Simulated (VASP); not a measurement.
Wanted: the native input for a VASP 6.6.1 run.

- Task: single point
- Functional: PBE
- Potentials or basis: VASP PAW PBE potentials, release 64 (Cr_pv, O)
- Cutoff: 520 eV
- k mesh: 8 × 8 × 4
- Occupations: gaussian, width 0.05 eV
- Spin: collinear spin, ferromagnetic start
- Starting moments: [3.0, 0.0, 0.0] μB
- Hubbard terms: Cr d U = 3 eV
- Further INCAR settings: ALGO = Normal; EDIFF = 1e-06

The structure of CrO2 lies in POSCAR:

```
CrO2
1.0
    2.7798784700      0.0000000000      0.0000000000
   -1.3899392400      2.4074453800      0.0000000000
    0.0000000000      0.0000000000      4.4845209400
Cr O
1 2
Direct
    0.0000000000      0.0000000000      0.0000000000
    0.3333333333      0.6666666667      0.2520000000
    0.6666666667      0.3333333333      0.7480000000
```

Measurements of this composition are mostly on another form, of space group No. 136.

The input as run:

INCAR

```
SYSTEM = CrO2
PREC     = Accurate       ! precision mode
ENCUT    = 520            ! plane-wave cutoff, eV
EDIFF    = 1E-6           ! SCF threshold, eV
ISMEAR   = 0              ! smearing method
SIGMA    = 0.05           ! smearing width, eV
LREAL    = .FALSE.        ! projectors in reciprocal space
LASPH    = .TRUE.         ! aspherical terms in the spheres
NELM     = 120            ! most SCF steps
ALGO     = Normal         ! electronic algorithm
ISIF     = 2              ! what is computed and relaxed
LWAVE    = .FALSE.        ! write WAVECAR
LCHARG   = .TRUE.         ! write CHGCAR
ISPIN    = 2              ! spin polarisation
MAGMOM   = 3 0 0          ! initial moments
LORBIT   = 11             ! projections on sites
LMAXMIX  = 4              ! l up to which the mixer works
LDAU     = .TRUE.         ! DFT+U
LDAUTYPE = 2            
LDAUL    = 2 -1           ! shell
LDAUU    = 3 0            ! U, eV
LDAUJ    = 0 0          
LDAUPRINT= 1            
GGA      = PE             ! functional
LELF     = .TRUE.         ! ELF
LVHAR    = .TRUE.
```

KPOINTS

```
Automatic mesh
0
G
  8 8 4
  0 0 0
```

Potentials or basis: VASP PAW PBE potentials, release 64 (Cr_pv, O).

The run is started by

```sh
$ cat potpaw_PBE.64/Cr_pv/POTCAR potpaw_PBE.64/O/POTCAR > POTCAR
$ mpirun -np 1 vasp_std > vasp.out
```

It gave:

* Pressure: 1.0 GPa
* Largest force: 2.095 eV/Å
* Band gap on the k mesh: 0.43 eV, indirect (least direct gap 0.60 eV)
* Net moment: 2.00 μB per cell
* Site moments: Cr +2.05; O -0.04 μB
* Valence electrons inside the program's atomic spheres: Cr 10.77; O 4.97

Caveat: a cell with one magnetic atom can't hold antiferromagnetic order, which such compounds often take; forces of over 1 eV/Å show positions far from the minimum, so gaps and moduli don't describe the material at rest.

Run time: 44 s on 1 thread of Intel(R) Xeon(R) Platinum 8259CL CPU @ 2.50GHz (Skylake/Cascade Lake), on a shared host, peak memory 0.18 GiB.
